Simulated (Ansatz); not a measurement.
Relaxed (021) slab cut from BaTiO3 (space group R3m (No. 160)); the slab's formula is Ba5Ti6O15, its outer planes Ti (top) and Ti (bottom):

```
CELL_PARAMETERS angstrom
5.72614 0.00000 0.00000
-2.86307 4.99410 0.00000
0.00000 0.00000 26.69867
ATOMIC_POSITIONS crystal
Ti 0.33494 0.66987 0.29390
O 0.66890 0.83687 0.31957
O 0.16797 0.83687 0.31957
O 0.16863 0.33726 0.31957
Ba 0.66795 0.33590 0.32724
Ti 0.00124 0.00248 0.36989
O 0.33191 0.16795 0.40834
O 0.83603 0.16795 0.40834
O 0.83638 0.67277 0.40829
Ba 0.33479 0.66957 0.41593
Ti 0.66789 0.33577 0.45528
O 0.00127 0.50257 0.49802
O 0.50130 0.50257 0.49802
O 0.50130 0.00261 0.49804
Ba 0.00130 0.00260 0.49803
Ti 0.33462 0.66925 0.54079
O 0.67058 0.83702 0.58771
O 0.16644 0.83702 0.58771
O 0.16613 0.33227 0.58774
Ba 0.66773 0.33546 0.58013
Ti 0.00124 0.00247 0.62616
O 0.33367 0.16824 0.67645
O 0.83457 0.16824 0.67645
O 0.83395 0.66790 0.67651
Ba 0.33446 0.66892 0.66880
Ti 0.66758 0.33516 0.70214
```

Method: DFT PBE, scalar-relativistic, plane waves, PAW in Ansatz. Cutoff 420 eV; k points 6×6×1 on the computed 26-atom cell (Γ-centred); Gaussian smearing, width 0.05 eV; no spin polarisation. The cell repeats along c with a dipole correction in the vacuum.

The potential is the smooth part; its values at the atoms depend on the PAW datasets.

Q: How does the plane-averaged electrostatic potential energy of an electron run along c, counted from the Fermi level?

A:
| z (Å) | V (eV) |
| --- | --- |
| 2.97 | 3.29 |
| 3.26 | 3.29 |
| 3.56 | 3.28 |
| 3.86 | 3.28 |
| 4.15 | 3.26 |
| 4.45 | 3.25 |
| 4.75 | 3.22 |
| 5.04 | 3.16 |
| 5.34 | 3.08 |
| 5.64 | 2.94 |
| 5.93 | 2.72 |
| 6.23 | 2.38 |
| 6.53 | 1.86 |
| 6.82 | 1.05 |
| 7.12 | -0.39 |
| 7.42 | -2.10 |
| 7.71 | -3.86 |
| 8.01 | -7.51 |
| 8.31 | -11.44 |
| 8.60 | -12.09 |
| 8.90 | -9.44 |
| 9.20 | -6.25 |
| 9.49 | -5.31 |
| 9.79 | -4.57 |
| 10.09 | -4.49 |
| 10.38 | -6.77 |
| 10.68 | -9.82 |
| 10.98 | -10.78 |
| 11.27 | -8.89 |
| 11.57 | -6.16 |
| 11.87 | -5.41 |
| 12.16 | -4.83 |
| 12.46 | -5.08 |
| 12.76 | -6.99 |
| 13.05 | -9.86 |
| 13.35 | -10.86 |
| 13.65 | -8.96 |
| 13.94 | -5.93 |
| 14.24 | -4.91 |
| 14.54 | -4.99 |
| 14.83 | -5.60 |
| 15.13 | -7.05 |
| 15.43 | -9.77 |
| 15.72 | -10.78 |
| 16.02 | -8.89 |
| 16.32 | -5.54 |
| 16.61 | -4.41 |
| 16.91 | -4.81 |
| 17.21 | -5.55 |
| 17.50 | -7.26 |
| 17.80 | -10.58 |
| 18.10 | -12.33 |
| 18.39 | -10.30 |
| 18.69 | -5.82 |
| 18.99 | -3.20 |
| 19.28 | -1.51 |
| 19.58 | 0.20 |
| 19.88 | 1.38 |
| 20.17 | 2.07 |
| 20.47 | 2.52 |
| 20.77 | 2.81 |
| 21.06 | 3.00 |
| 21.36 | 3.11 |
| 21.66 | 3.18 |
| 21.95 | 3.23 |
| 22.25 | 3.25 |
| 22.55 | 3.27 |
| 22.84 | 3.28 |
| 23.14 | 3.28 |
| 23.44 | 3.29 |
| 23.73 | 3.29 |

The vacuum level lies 3.29 eV above the Fermi level.

Spin-orbit coupling is left out, which matters for the bands of heavy elements. Spin polarisation was left out, and a magnetic state may lie lower.

Cost: 1 run of about 35 core-minutes, on Arm Neoverse V1 (shared hosts).